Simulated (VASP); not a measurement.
TaN under changes of volume

One of the cells (10.991 Å³/atom); the others are scaled copies at fixed shape and fractional positions:

```
Ta N
1.0
     2.95746    0.00000    0.00000
    -1.47873    2.56123    0.00000
     0.00000    0.00000    2.90209
Ta N
1 1
Direct
  0.00000 0.00000 0.50000
  0.66667 0.33333 0.00000
```

* Program: VASP 6.6.1
* Functional: PBEsol
* Potentials or basis: VASP PAW PBE potentials, release 64 (Ta_pv, N)
* Cutoff: 520 eV
* k mesh: 10 × 10 × 9
* Occupations: fermi-dirac, width 0.05 eV
* Spin: no spin polarisation

```csv
volume (Å³/atom),energy over the lowest point (meV/atom),pressure (GPa)
10.129,31.50,20.5
10.345,9.94,11.4
10.560,0.00,3.2
10.991,?,?
11.207,28.52,-16.6
11.422,54.25,-21.9
```

Problem. What does the run at 10.991 Å³/atom give?

Solution. Energy over the lowest point 10.31 meV/atom; pressure -10.7 GPa.

Worked out: A Birch-Murnaghan fit of order 3 (a polynomial in V^(-2/3)) to the other rows has its minimum at 10.66 Å³/atom with B0 = V·E''(V) = 364 GPa and B' = 4.3 at fixed shape and positions, which overstates the stiffness. It gives 10.25 meV/atom at 10.991 Å³/atom, against the run's 10.31, and -dE/dV = -10.5 GPa, against -10.7.

Energies are extrapolated to zero smearing.

Caveats: the PAW data sets were made with another functional, which shifts forces and pressure a little.
